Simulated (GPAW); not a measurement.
# CdSe (Cadmoselite) (P6_3mc) in GPAW: a series of runs, part 2 of 2

GPAW 26.7.0. Earlier steps stand in the parts before.

### 4 Band structure, optB88-vdW, spin-orbit coupling, no magnetisation

run.py reads:

```python
import numpy as np
from ase import Atoms
from ase.dft.bandgap import bandgap
from ase.io import write
from gpaw import GPAW, PW
from gpaw.spinorbit import soc_eigenstates

atoms = Atoms(['Cd', 'Cd', 'Se', 'Se'],
              cell=[[4.3, 0.0, 0.0],
                    [-2.15, 3.7239092363, 0.0],
                    [0.0, 0.0, 7.02]],
              scaled_positions=[[0.6666666667, 0.3333333333, 0.5],
                                [0.3333333333, 0.6666666667, 0.0],
                                [0.6666666667, 0.3333333333, 0.885],
                                [0.3333333333, 0.6666666667, 0.385]],
              pbc=True)

calc = GPAW(mode=PW(600),
            xc={'name': 'optB88-vdW', 'backend': 'libvdwxc'},
            kpts={'size': (5, 5, 3), 'gamma': True},
            occupations={'name': 'fermi-dirac', 'width': 0.05},
            nbands=31,
            convergence={'density': 1e-05, 'energy': 1e-05},
            maxiter=150,
            legacy_gpaw=True,
            txt='gpaw.txt')
atoms.calc = calc
energy = atoms.get_potential_energy()
forces = atoms.get_forces()
calc.write('gs.gpw')
write('result.traj', atoms)
print(f'Energy: {energy:.6f} eV')
print('Forces (eV/A):')
print(forces.round(4))
print('Fermi level:', round(calc.get_fermi_level(), 4), 'eV')
print(f'Gap: {bandgap(calc)[0]:.4f} eV, direct: {bandgap(calc, direct=True)[0]:.4f} eV')

path = atoms.cell.bandpath('GMKGALHA,LM,KH', npoints=100, eps=1e-4)
bs_calc = calc.fixed_density(kpts=path, symmetry='off', nbands=52,
                             convergence={'bands': 'CBM+6.0', 'eigenstates': 1e-6}, txt='bands.txt')
bs = bs_calc.band_structure()
bs.write('bs.json')
print(f'Gap on the path: {bandgap(bs_calc)[0]:.4f} eV')

soc = soc_eigenstates(bs_calc, theta=90, phi=45)
np.savetxt('soc_bands.dat', soc.eigenvalues(), fmt='%.4f')
mesh = soc_eigenstates('gs.gpw', theta=90, phi=45)
np.savetxt('soc_mesh.dat', mesh.eigenvalues(), fmt='%.4f')
print('Fermi level with spin-orbit coupling:', round(mesh.fermi_level, 4), 'eV')
```

Potentials or basis: GPAW PAW data sets (gpaw-data 1.2.1), pw.

On the command line:

```
$ OMP_NUM_THREADS=1 python run.py
```

gpaw.txt:

```text
___ ___ ___ _ _ _
 |   |   |_  | | | |
 | | | | | . | | | |
 |__ |  _|___|_____|  26.7.0
 |___|_|

Input parameters:
  convergence: {density: 1e-05,
                energy: 1e-05}
  kpts: {gamma: True,
         size: (5, 5, 3)}
  maxiter: 150
  mode: {ecut: 600.0,
         name: pw}
  nbands: 31
  occupations: {name: fermi-dirac,
                width: 0.05}
  xc: {backend: libvdwxc,
       name: optB88-vdW}

System changes: positions, numbers, cell, pbc, initial_charges, initial_magmoms

Initialize ...

species:
  Cd:
    name:    Cadmium
    Z:       48.0
    valence: 12
    core:    36
    charge:  0.0  # [|e|]
    compensation charges:
      type: gauss
      rc: 0.38  # [Å]
      lmax: 2
    cutoffs:
      filter: 2.12  # [Å]
      core: 2.62  # [Å]
    projectors
    | kind |    occ | energy [eV] | rcut [Å] |
    |------|--------|-------------|----------|
    |   5s |  2.000 |      -5.655 |    1.191 |
    |   5p |  0.000 |      -1.186 |    1.228 |
    |   4d | 10.000 |     -11.739 |    1.164 |
    |    s |        |      21.556 |    1.191 |
    |    p |        |      26.026 |    1.228 |
    |    d |        |      15.473 |    1.164 |

    Using partial waves for Cd as LCAO basis

  Se:
    name:    Selenium
    Z:       34.0
    valence: 6
    core:    28
    charge:  0.0  # [|e|]
    compensation charges:
      type: gauss
      rc: 0.27  # [Å]
      lmax: 2
    cutoffs:
      filter: 1.77  # [Å]
[... 81 lines left out ...]
  Mode: serial
  Semilocal: GGA_X_OPTB88_VDW+LDA_C_PW with 2 nearest neighbor stencil
  Corresponding non-local functional: vdW-DF
  Local blocksize: 50 x 50 x 80
  PAW datasets: PBE

Number of atoms: 4
Number of atomic orbitals: 26
Number of bands in calculation: 31
Number of valence electrons: 36
Bands to converge: occupied

... initialized

Initializing position-dependent things.

Density initialized from atomic densities
Creating initial wave functions:
  26 bands from LCAO basis set
  5 bands from random numbers

            Se

        Se  Cd

        Cd

Atomic positions and initial magnetic moments

Positions:
   0 Cd     2.150000    1.241303    3.510000    ( 0.0000,  0.0000,  0.0000)
   1 Cd    -0.000000    2.482606    0.000000    ( 0.0000,  0.0000,  0.0000)
   2 Se     2.150000    1.241303    6.212700    ( 0.0000,  0.0000,  0.0000)
   3 Se    -0.000000    2.482606    2.702700    ( 0.0000,  0.0000,  0.0000)

Unit cell:
           periodic     x           y           z      points  spacing
  1. axis:    yes    4.300000    0.000000    0.000000    25     0.1490
  2. axis:    yes   -2.150000    3.723909    0.000000    25     0.1490
  3. axis:    yes    0.000000    0.000000    7.020000    40     0.1755

  Lengths:   4.300000   4.300000   7.020000
  Angles:   90.000000  90.000000 120.000000

Effective grid spacing dv^(1/3) = 0.1651

iter:   1  -124.943275
iter:   2  -124.788490   -2.15  -1.16
iter:   3  -124.221569   -1.48  -1.20
iter:   4  -124.215508   -3.20  -1.82
iter:   5  -124.216106   -3.68  -2.11
iter:   6  -124.215875   -4.44  -3.17
iter:   7  -124.215843c  -5.40  -3.25
iter:   8  -124.215845c  -6.33  -3.76
iter:   9  -124.215845c  -7.30  -4.57
iter:  10  -124.215845c  -8.04c -4.83
iter:  11  -124.215845c  -8.80c -5.41c

Converged after 11 iterations.

Dipole moment: (0.000000, -0.000000, 4.662046) |e|*Ang

Energy contributions relative to reference atoms: (reference = -436553.300934)

Kinetic:        +56.461739
Potential:      -50.920056
External:        +0.000000
XC:            -129.595113
Entropy (-ST):   -0.000078
Local:           -0.162376
SIC:             +0.000000
--------------------------
Free energy:   -124.215884
Extrapolated:  -124.215845

Non-local optB88 correlation energy: 3.738276
Semilocal GGA_X_OPTB88_VDW+LDA_C_PW energy: -289.951820
(Not including atomic contributions)
Showing only first 2 kpts
 Kpt  Band  Eigenvalues  Occupancy
  0    16      3.49435    1.99712
  0    17      3.49435    1.99712
  0    18      4.09628    0.00816
  0    19      5.55567    0.00000

  1    16      3.30468    1.99993
  1    17      3.30468    1.99993
  1    18      5.45860    0.00000
  1    19      5.71649    0.00000

Fermi level: 3.82139

Gap: 0.602 eV
Transition (v -> c):
  (s=0, k=0, n=17, [0.00, 0.00, 0.00]) -> (s=0, k=0, n=18, [0.00, 0.00, 0.00])
No difference between direct/indirect transitions

Forces in eV/Ang:
  0 Cd    0.00000    0.00000    0.30546
  1 Cd    0.00000    0.00000    0.30549
  2 Se    0.00000    0.00000   -0.30551
  3 Se    0.00000    0.00000   -0.30553

Writing to gs.gpw (mode='')
```

It took 2.6 min on 1 thread of Intel Xeon Platinum 8259CL at 2.50GHz (Skylake/Cascade Lake), shared host; peak memory 0.74 GiB.

What came out:

```
Free energy             : -124.2159 eV
Largest force           : 0.306 eV/Å
Band gap on the k mesh  : 0.48 eV, direct
Band gap along the path : 0.48 eV, direct
```

Forces on the atoms (eV/Å):
```
Cd   0.000  0.000  0.305
Cd   0.000  0.000  0.305
Se   0.000  0.000 -0.306
Se   0.000  0.000 -0.306
```

Levels at the corners of the path, in eV from the valence-band top:
```csv
point,band 32,band 33,band 34,band 35,band 36,band 37,band 38,band 39,band 40,band 41
Γ,-0.39,-0.01,-0.01,0.00,0.00,0.48,0.48,1.93,1.93,5.49
M,-1.98,-1.40,-1.40,-0.93,-0.93,3.02,3.02,3.13,3.13,4.59
K,-2.01,-1.95,-1.91,-1.81,-1.81,4.16,4.16,4.45,4.64,4.69
Γ,-0.39,-0.01,-0.01,0.00,0.00,0.48,0.48,1.93,1.93,5.49
A,-0.62,-0.37,-0.37,-0.37,-0.37,2.14,2.14,2.14,2.14,5.62
L,-1.56,-1.37,-1.37,-1.37,-1.37,2.79,2.79,2.79,2.79,4.63
H,-2.59,-1.21,-1.21,-1.15,-1.15,3.59,3.59,3.66,3.66,5.62
A,-0.62,-0.37,-0.37,-0.37,-0.37,2.14,2.14,2.14,2.14,5.62
L,-1.56,-1.37,-1.37,-1.37,-1.37,2.79,2.79,2.79,2.79,4.63
M,-1.98,-1.40,-1.40,-0.93,-0.93,3.02,3.02,3.13,3.13,4.59
K,-2.01,-1.95,-1.91,-1.81,-1.81,4.16,4.16,4.45,4.64,4.69
H,-2.59,-1.21,-1.21,-1.15,-1.15,3.59,3.59,3.66,3.66,5.62
```

Caveat: spin-orbit coupling was added after a scalar SCF, so levels and gaps hold it while energy, forces, pressure and moments don't; this program's spin-orbit splittings come out too wide for heavy elements; the PAW data sets were made with another functional, which shifts forces and pressure a little.

### 5 Band structure, PBE

run.py reads:

```python
from ase.dft.bandgap import bandgap
from ase.io import read, write
from gpaw import GPAW

atoms = read('CdSe.cif')

calc = GPAW(mode='lcao',
            h=0.16,
            basis='sz(dzp)',
            xc='PBE',
            kpts={'size': (5, 5, 3), 'gamma': True},
            occupations={'name': 'fermi-dirac', 'width': 0.05},
            convergence={'density': 1e-05, 'energy': 1e-05},
            maxiter=150,
            txt='gpaw.txt')
atoms.calc = calc
energy = atoms.get_potential_energy()
forces = atoms.get_forces()
calc.write('gs.gpw')
write('result.traj', atoms)
print(f'Energy: {energy:.6f} eV')
print('Forces (eV/A):')
print(forces.round(4))
print('Fermi level:', round(calc.get_fermi_level(), 4), 'eV')
print(f'Gap: {bandgap(calc)[0]:.4f} eV, direct: {bandgap(calc, direct=True)[0]:.4f} eV')

path = atoms.cell.bandpath('GMKGALHA,LM,KH', npoints=60, eps=1e-4)
bs_calc = calc.fixed_density(kpts=path, symmetry='off', txt='bands.txt')
bs = bs_calc.band_structure()
bs.write('bs.json')
print(f'Gap on the path: {bandgap(bs_calc)[0]:.4f} eV')
```

CdSe.cif reads:

```cif
data_CdSe
_cell_length_a 4.30000000
_cell_length_b 4.30000000
_cell_length_c 7.02000000
_cell_angle_alpha 90.00000000
_cell_angle_beta 90.00000000
_cell_angle_gamma 120.00000000
_space_group_name_H-M_alt 'P1'
_space_group_name_Hall 'P 1'
_space_group_IT_number 1
loop_
_space_group_symop_operation_xyz
'x,y,z'
loop_
_atom_site_label
_atom_site_type_symbol
_atom_site_symmetry_multiplicity
_atom_site_Wyckoff_symbol
_atom_site_fract_x
_atom_site_fract_y
_atom_site_fract_z
_atom_site_occupancy
Cd1 Cd 1 a 0.6666666667 0.3333333333 0.5000000000 1
Cd2 Cd 1 a 0.3333333333 0.6666666667 0.0000000000 1
Se1 Se 1 a 0.6666666667 0.3333333333 0.8850000000 1
Se2 Se 1 a 0.3333333333 0.6666666667 0.3850000000 1
```

Potentials or basis: GPAW PAW data sets (gpaw-data 1.2.1), lcao:sz(dzp).

On the command line:

```
$ OMP_NUM_THREADS=1 python run.py
```

gpaw.txt:

```text
__  _  _
 | _ |_)|_||  |
 |__||  | ||/\| - 26.7.0

Input parameters:
  mode=LCAO(),
  basis={'default': 'sz(dzp)'},
  convergence={'density': 1e-05, 'energy': 1e-05},
  h=0.16,
  kpts=MonkhorstPack(size=(5, 5, 3), gamma=True),
  maxiter=150,
  occupations=Occupations(name='fermi-dirac', width=0.05),
  xc=XC(name='PBE')

            Se

        Se  Cd

        Cd

Atoms  # Å, Bohr magnetons
|   | symbol |         x |        y |        z |    initial magnetic moments |
|---|--------|-----------|----------|----------|-----------------------------|
| 0 |     Cd |  2.150000 | 1.241303 | 3.510000 | ( 0.0000,  0.0000,  0.0000) |
| 1 |     Cd | -0.000000 | 2.482606 | 0.000000 | ( 0.0000,  0.0000,  0.0000) |
| 2 |     Se |  2.150000 | 1.241303 | 6.212700 | ( 0.0000,  0.0000,  0.0000) |
| 3 |     Se | -0.000000 | 2.482606 | 2.702700 | ( 0.0000,  0.0000,  0.0000) |

Unit cell  # Å
| periodic |         x |        y |        z |  lengths |     angles |
|----------|-----------|----------|----------|----------|------------|
|      yes |  4.300000 | 0.000000 | 0.000000 | 4.300000 |  90.000000 |
|      yes | -2.150000 | 3.723909 | 0.000000 | 4.300000 |  90.000000 |
|      yes |  0.000000 | 0.000000 | 7.020000 | 7.020000 | 120.000000 |

Number of symmetries: 6
Symmetry operations  # r_c * U_cc + t_c -> r_c
|   | kind |            matrix            |
|---|------|------------------------------|
| 0 |  σ   |  1, 1, 0,  0,-1, 0,  0, 0, 1 |
| 1 |  E   |  1, 0, 0,  0, 1, 0,  0, 0, 1 |
| 2 |  C3  |  0, 1, 0, -1,-1, 0,  0, 0, 1 |
| 3 |  σ   |  0,-1, 0, -1, 0, 0,  0, 0, 1 |
| 4 |  σ   | -1, 0, 0,  1, 1, 0,  0, 0, 1 |
| 5 |  C3  | -1,-1, 0,  1, 0, 0,  0, 0, 1 |

BZ-sampling:
  Number of BZ points: 75
  Number of IBZ points: 12

  Monkhorst-Pack size: [5, 5, 3]
  Monkhorst-Pack shift: [0, 0, 0]

K-points  # in reciprocal-cell coordinates
|     |                                coordinates |     weight |
|-----|--------------------------------------------|------------|
|   0 | (  0.00000000,   0.00000000,   0.00000000) | 0.01333333 |
|   1 | (  0.00000000,   0.00000000,   0.33333333) | 0.02666667 |
|   2 | (  0.20000000,   0.00000000,  -0.33333333) | 0.08000000 |
|   3 | (  0.20000000,   0.00000000,   0.00000000) | 0.08000000 |
|   4 | (  0.20000000,   0.00000000,   0.33333333) | 0.08000000 |
|   5 | (  0.40000000,  -0.20000000,   0.00000000) | 0.08000000 |
|   6 | (  0.40000000,  -0.20000000,   0.33333333) | 0.16000000 |
|   7 | (  0.40000000,   0.00000000,  -0.33333333) | 0.08000000 |
|   8 | (  0.40000000,   0.00000000,   0.00000000) | 0.08000000 |
|   9 | (  0.40000000,   0.00000000,   0.33333333) | 0.08000000 |
| ... |                                            |            |
|  11 | (  0.40000000,   0.40000000,   0.33333333) | 0.16000000 |

basis functions: 26
Spin-components: 1 (collinear spins)
[... 230 lines left out ...]
      type: gauss
      rc: 0.27  # [Å]
      lmax: 2
    cutoffs:
      filter: 1.77  # [Å]
      core: 2.67  # [Å]
    projectors
    | kind |    occ | energy [eV] | rcut [Å] |
    |------|--------|-------------|----------|
    |   4s |  2.000 |     -17.277 |    0.847 |
    |   4p |  4.000 |      -6.512 |    1.005 |
    |    s |        |       9.935 |    0.847 |
    |    p |        |      20.699 |    1.005 |
    |    d |        |       0.000 |    0.847 |

    LCAO basis set for Se:
      Name: sz(dzp)
      File: <dir>
      Number of radial functions: 2
      Number of spherical harmonics: 4
        l=0, rc=5.7344 Bohr: 4s-sz confined orbital
        l=1, rc=7.2656 Bohr: 4p-sz confined orbital
      Number of RI-basis functions 0

Reference energy: -436553.300934  # eV

eigensolver:
  <gpaw.new.lcao.eigensolver.LCAOEigensolver object>
density mixing:
  MSR1-Mixer
  Pratt-step length: 0.05
  Maximum mixing coefficient: 0.75
  Old densities: 10
  SVD Regularization: 0.005
  Good broyden scale: 1.0
  Trust region scale: 1.0
  Backstep threshold: 4.0
  History deletion threshold: 6.0
  Fourier metric: weight=20.0, sigma=0.015

occupation numbers:
  Fermi-Dirac:
    width: 0.0500  # eV

FastPoissonSolver using
    Stencil: 8*3+1=25 point O(h^6) finite-difference Laplacian
    FFT axes: [np.int64(0), np.int64(1), np.int64(2)]
    FST axes: []

xc functional:
  name: PBE with 2 nearest neighbor stencil
interpolation: tri-quintic # 5. degree polynomial

convergence criteria:
[... 6 lines left out ...]
|iter     | |      energy | eigst |  dens |
|---------|-|-------------|-------|-------|
|iter:   1| |   -9.144305 |      c|       |
|iter:   2| |   -9.116932 |      c| -1.29 |
|iter:   3| |   -8.962905 |      c| -1.32 |
|iter:   4| |   -8.957390 |      c| -1.92 |
|iter:   5| |   -8.957174 |      c| -2.60 |
|iter:   6| |   -8.957167c|      c| -3.83 |
|iter:   7| |   -8.957167c|      c| -4.81 |
|iter:   8| |   -8.957167c|      c| -5.70c|

Converged in 8 steps
Energy contributions relative to reference atoms: (reference = -436553.300934)

Energy contributions:
  Kinetic:          81.581647
  Coulomb:         -71.918886
  Zero:              0.128251
  External:          0.000000
  Xc:              -18.748169
  Entropy:          -0.000021
  Spinorbit:         0.000000
  ----------------------------
  Free energy:      -8.957178
  Extrapolated:     -8.957167

dipole moment: (-0.000000, 0.000000, -17.991374)  # |e|*Ang

Fermi level: 4.040
Eigenvalues  # (at kpt = [0.000, 0.000, 0.000])
| band index |      eig [eV] | occ [0-2] |
|------------|---------------|-----------|
|          0 |        -9.040 |     2.000 |
|        ... |               |           |
|         10 |        -3.368 |     2.000 |
|         11 |        -3.113 |     2.000 |
|         12 |        -0.585 |     2.000 |
|         13 |         2.912 |     2.000 |
|         14 |         2.913 |     2.000 |
|         15 |         3.630 |     1.999 |
[... 8 lines left out ...]
|         24 |        11.977 |     0.000 |
|         25 |        11.977 |     0.000 |

Gap: 0.756 eV
Transition (v -> c):
  (s=0, k=0, n=17, [0.00, 0.00, 0.00]) -> (s=0, k=0, n=18, [0.00, 0.00, 0.00])
No difference between direct/indirect transitions

Forces  # eV/Ang
|        x |        y |        z |
|----------|----------|----------|
| -0.00000 | -0.00000 |  0.35316 |  # Cd   0
|  0.00000 |  0.00000 |  0.35316 |  # Cd   1
|  0.00000 |  0.00000 | -0.38757 |  # Se   2
|  0.00000 | -0.00000 | -0.38757 |  # Se   3

# Writing to gs.gpw (mode='')
```

stdout:

```text
Energy: -8.957167 eV
Forces (eV/A):
[[-0.     -0.      0.3532]
 [ 0.      0.      0.3532]
 [ 0.      0.     -0.3876]
 [ 0.     -0.     -0.3876]]
Fermi level: 4.0395 eV
Gap: 0.7559 eV, direct: 0.7559 eV
Gap on the path: 0.7559 eV
```

bands.txt:

```text
convergence criteria:
- Maximum integral of absolute [eigenst]ate change: 4e-08 eV^2 / valence electron
maximum number of iterations: 150

SCF iterations
|iter     | |      energy | eigst |  dens |
|---------|-|-------------|-------|-------|
|iter:   1| |             |      c|       |
[... 60 lines left out ...]
         [0.5       , 0.        , 0.4       ],
         [0.5       , 0.        , 0.3       ],
         [0.5       , 0.        , 0.2       ],
         [0.5       , 0.        , 0.1       ],
         [0.5       , 0.        , 0.        ],
         [0.33333333, 0.33333333, 0.        ],
         [0.33333333, 0.33333333, 0.125     ],
         [0.33333333, 0.33333333, 0.25      ],
         [0.33333333, 0.33333333, 0.375     ],
         [0.33333333, 0.33333333, 0.5       ]])),
  maxiter=150,
  occupations=Occupations(name='fermi-dirac', width=0.05),
  symmetry=Symmetry(point_group=False, time_reversal=False),
  xc=XC(name='PBE')
```

Run time: 70 s. Hardware: 1 thread of Intel Xeon Platinum 8259CL at 2.50GHz (Skylake/Cascade Lake), shared host; peak memory 0.27 GiB.

The run converged, but some of its settings lie outside the range that counts as converged, so its numbers aren't taken as properties of the crystal.

What came out:

- Free energy: -8.9572 eV
- Band gap on the k mesh: 0.76 eV, direct
- Band gap along the path: 0.76 eV, direct

Caveat: the real-space grid adds noise to forces; the forces don't sum to zero, a sign of grid noise; the basis of atomic orbitals isn't converged, which shifts pressures, moduli and gaps.

### 6 How close it comes

Step 4. Measured gap of CdSe: 1.841 eV (2 K; a printed reference work, data compilation). This calculation gives 0.48 eV (-1.36 eV). So large a miss can be the level of theory's own, or it may mean another phase, state or a wrong row. The value is that of optB88-vdW, without temperature or zero-point motion.
